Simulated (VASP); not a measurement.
# VASP 6.6.1 run: CdF2

INCAR

```
LREAL = .FALSE.
ENCUT = 520
NBANDS = 25
NELM = 100
PREC = Accurate
IBRION = -1
ISIF = 2
LCHARG = .FALSE.
GGA = PE
EDIFF = 1E-7
SIGMA = 0.02
LASPH = .TRUE.
LWAVE = .FALSE.
ISMEAR = -1
NSW = 0
```

KPOINTS

```
KPOINTS created by Atomic Simulation Environment
0
Gamma
8 8 8
0 0 0
```

POSCAR

```
Cd F
 1.0000000000000000
     0.0000000000000000    2.6268232390000001    2.7502455630000000
     2.6268232390000001    0.0000000000000000    2.7502455630000000
     2.6268232390000001    2.6268232390000001    0.0000000000000000
 Cd  F
   1   2
Cartesian
  0.0000000000000000  0.0000000000000000  0.0000000000000000
  1.3134116195000001  1.3134116195000001  1.3751227815000000
  3.9402348585000007  3.9402348585000007  4.1253683445000000
```

The recommended PBE PAW datasets give the neutral cell 26 valence electrons.

Command

```
mpirun -np 1 vasp_std
```

How does this run end, and what does it give?

It converged. Results: gap between bands v and c on the k mesh 3.11 eV; least direct gap on the k mesh 3.53 eV; pressure 10.1 GPa. Band v is the last that the valence electrons fill when counted band by band, and c is the next.

OSZICAR

```
N       E                     dE             d eps       ncg     rms          rms(c)
DAV:   1     0.196894306236E+03    0.19689E+03   -0.15018E+04  3054   0.107E+03
DAV:   2    -0.446889666836E+01   -0.20136E+03   -0.19060E+03  3405   0.300E+02
DAV:   3    -0.124282083613E+02   -0.79593E+01   -0.79348E+01  3407   0.633E+01
DAV:   4    -0.124601111497E+02   -0.31903E-01   -0.31900E-01  3435   0.412E+00
DAV:   5    -0.124602194720E+02   -0.10832E-03   -0.10832E-03  3398   0.209E-01    0.107E+01
DAV:   6    -0.107456947383E+02    0.17145E+01   -0.26252E+00  3443   0.293E+01    0.813E+00
DAV:   7    -0.107945841026E+02   -0.48889E-01   -0.88571E-01  3043   0.686E+00    0.440E+00
DAV:   8    -0.107867403058E+02    0.78438E-02   -0.98600E-02  3064   0.269E+00    0.694E-01
DAV:   9    -0.107799565103E+02    0.67838E-02   -0.21168E-02  3375   0.185E+00    0.911E-02
DAV:  10    -0.107804663041E+02   -0.50979E-03   -0.22016E-03  3091   0.444E-01    0.119E-01
DAV:  11    -0.107805673147E+02   -0.10101E-03   -0.10417E-04  3219   0.769E-02    0.285E-02
DAV:  12    -0.107805819891E+02   -0.14674E-04   -0.12242E-05  3102   0.314E-02    0.163E-02
DAV:  13    -0.107805833009E+02   -0.13118E-05   -0.37189E-06  3166   0.149E-02    0.304E-03
DAV:  14    -0.107805830747E+02    0.22620E-06   -0.54404E-07  3197   0.874E-03    0.771E-04
DAV:  15    -0.107805831040E+02   -0.29330E-07   -0.36841E-08  2675   0.189E-03
   1 F= -.10780583E+02 E0= -.10780583E+02  d E =-.389421E-11
```

Standard output (part)

```
POSCAR found type information on POSCAR CdF
 POSCAR found :  2 types and       3 ions
 LDA part: xc-table for (Slater+PW92), standard interpolation
 POSCAR, INCAR and KPOINTS ok, starting setup
 WAVECAR not read
 entering main loop
```

For comparison, a separate PBE run of the intended cell, on usual settings and not on those above, gives a gap of 3.11 eV on its mesh and a pressure of 10.1 GPa.
